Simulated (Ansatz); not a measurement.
Theory: DFT PBE, scalar-relativistic, plane waves, PAW in Ansatz. Settings: cutoff 420 eV, Γ-centred meshes spaced at most about 0.3 Å⁻¹, and about 0.25 Å⁻¹ or finer for metals (2π included), Gaussian smearing. No spin polarisation.

These are static total energies at zero pressure.

Two relaxed structures of SnSe₅:

A.

Space group P6/mmm (No. 191). a = 5.604 Å, b = 5.604 Å, c = 5.746 Å, α = 90.00°, β = 90.00°, γ = 120.00°
```json
{"atom": "Sn", "site": "1a", "symmetry": "6/mmm", "x": "0.0000", "y": "0.0000", "z": "0.0000"}
{"atom": "Se", "site": "4h", "symmetry": "3m.", "x": "0.3333", "y": "0.6667", "z": "0.1967"}
{"atom": "Se", "site": "1b", "symmetry": "6/mmm", "x": "0.0000", "y": "0.0000", "z": "0.5000"}
```

B.

Space group P-6m2 (No. 187). a = 3.825 Å, b = 3.825 Å, c = 11.543 Å, α = 90.00°, β = 90.00°, γ = 120.00°
```json
{"atom": "Sn", "site": "1a", "symmetry": "-6m2", "x": "0.0000", "y": "0.0000", "z": "0.0000"}
{"atom": "Se", "site": "2i", "symmetry": "3m.", "x": "0.6667", "y": "0.3333", "z": "0.8460"}
{"atom": "Se", "site": "2g", "symmetry": "3m.", "x": "0.0000", "y": "0.0000", "z": "0.6500"}
{"atom": "Se", "site": "1f", "symmetry": "-6m2", "x": "0.6667", "y": "0.3333", "z": "0.5000"}
```

Question: Which is lower in energy, and by how much?

Answer: B is lower, by 40 meV/atom. A has space group P6/mmm (No. 191), 26.1 Å³/atom and no gap on its mesh; B has space group P-6m2 (No. 187), 24.4 Å³/atom and no gap. Counting Se atoms around Sn (those within 1.25 times the shortest such distance or 1.15 times the sum of covalent radii, 1.27 where that leaves under three; a plus sign parts nearer from farther groups), A has Sn 2+12 and B has Sn 6. A holds Se–Se pairs (shortest 2.26 Å); in B the shortest Se–Se distance is 2.81 Å, near bonding range too. Even the lower one lies +0.16 eV/atom against the reference forms of the elements (uncorrected), so neither is stable at this level. In A, Sn has 2 Se at 2.87 Å and 12 Se at 3.43 Å; around Se on a site of symmetry 3m lie 1 Se at 2.26 Å, 3 Se at 3.24 Å, 3 Sn at 3.43 Å, 1 Se at 3.49 Å and 3 Se at 3.68 Å; Se on a site of symmetry 6/mmm is surrounded by 2 Sn at 2.87 Å and 12 Se at 3.68 Å. In B, Sn has 6 Se at 2.84 Å; Se on a site of symmetry 3m is surrounded by 3 Sn at 2.84 Å and 3 Se at 3.16 Å; around Se on a second site of symmetry 3m lie 3 Se at 2.81 Å and 3 Se at 3.16 Å; 1 more site not described. Both come from invented guesses.

Weakly bound directions are ill-defined at this level, which has no dispersion term (P-6m2), and this can change margins and order among such cells. Cells relaxed within their symmetry can be saddle points.
